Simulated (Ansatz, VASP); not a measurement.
This is a calculation of Si for VASP 6.6.1.

The input INCAR:

```
SYSTEM = Si
PREC     = Accurate       ! precision mode
ENCUT    = 520            ! plane-wave cutoff, eV
EDIFF    = 1E-7           ! SCF threshold, eV
ISMEAR   = -1             ! smearing method
SIGMA    = 0.05           ! smearing width, eV
LREAL    = .False.        ! projectors in reciprocal space
LASPH    = .True.         ! aspherical terms in the spheres
NELM     = 80             ! most SCF steps
ALGO     = Normal         ! electronic algorithm
ISIF     = 2              ! what is computed and relaxed
LWAVE    = .False.        ! write WAVECAR
LCHARG   = .False.        ! write CHGCAR
GGA      = PE             ! functional
NBANDS   = 16             ! bands
```

Contents of KPOINTS:

```
Automatic mesh
0
Gamma
  8 8 8
  0 0 0
```

The input POSCAR:

```
Si
1.0
   -3.3031251995      3.3031251995      1.9094833541
    3.3031251995     -3.3031251995      1.9094833541
    3.3031251995      3.3031251995     -1.9094833541
Si
4
Direct
    0.8211989400      0.1788010600      0.0000000000
    0.1788010600      0.8211989400      0.0000000000
    0.8211989400      0.8211989400      0.6423978800
    0.1788010600      0.1788010600      0.3576021200
```

Potentials or basis: VASP PAW PBE potentials, release 64 (Si).

The run is started by

```sh
$ cat potpaw_PBE.64/Si/POTCAR > POTCAR
$ mpirun -np 1 vasp_std > vasp.out
```

Problem. Set up the same calculation for Ansatz 0.2.0. Potentials there: Ansatz PAW.

Solution. As run (the cutoff follows the program's own potentials):

File input.yaml:

```yaml
crystal:
  lattice:
    - [-3.3031251995, 3.3031251995, 1.9094833541]
    - [3.3031251995, -3.3031251995, 1.9094833541]
    - [3.3031251995, 3.3031251995, -1.9094833541]
  atoms:
    - { symbol: Si, position: [0.82119894, 0.17880106, 0.0] }
    - { symbol: Si, position: [0.17880106, 0.82119894, 0.0] }
    - { symbol: Si, position: [0.82119894, 0.82119894, 0.64239788] }
    - { symbol: Si, position: [0.17880106, 0.17880106, 0.35760212] }
hamiltonian:
  xc: pbe
  pseudopotentials: { kind: paw }
kpoints:
  mp_grid: { grid: [8, 8, 8] }
scf:
  occupations: { method: fermi_dirac, width: 0.05 }
output:
  forces: true
  stress: true
  eigenvalues: true
```

Potentials or basis: Ansatz PAW.

Run with:

```console
$ ansatz run input.yaml --threads 2 --pin off --max-ram 5120MiB --backend cpu --events-out ev --progress --plain --runs-dir out
```

Both were run:

|  | VASP | Ansatz | Ansatz less VASP |
| --- | --- | --- | --- |
| gap on the k mesh at the Fermi level (eV) | 0.26 | 0.26 | -0.002 |
| least direct gap on the mesh (eV) | 0.36 | 0.36 | -0.001 |
| pressure (GPa) | 3.1 | 3.2 | +0.08 |
| largest component of the traceless stress (GPa) | 0.05 | 0.06 | +0.014 |
| rms of the force components (eV/Å) | 0.012 | 0.012 | 0.0000 |

Atom by atom the forces differ by 0.000 eV/Å (rms over components). The functional is the same, so the differences come from potentials, cutoffs and numerics.

A k mesh can miss the band edges.
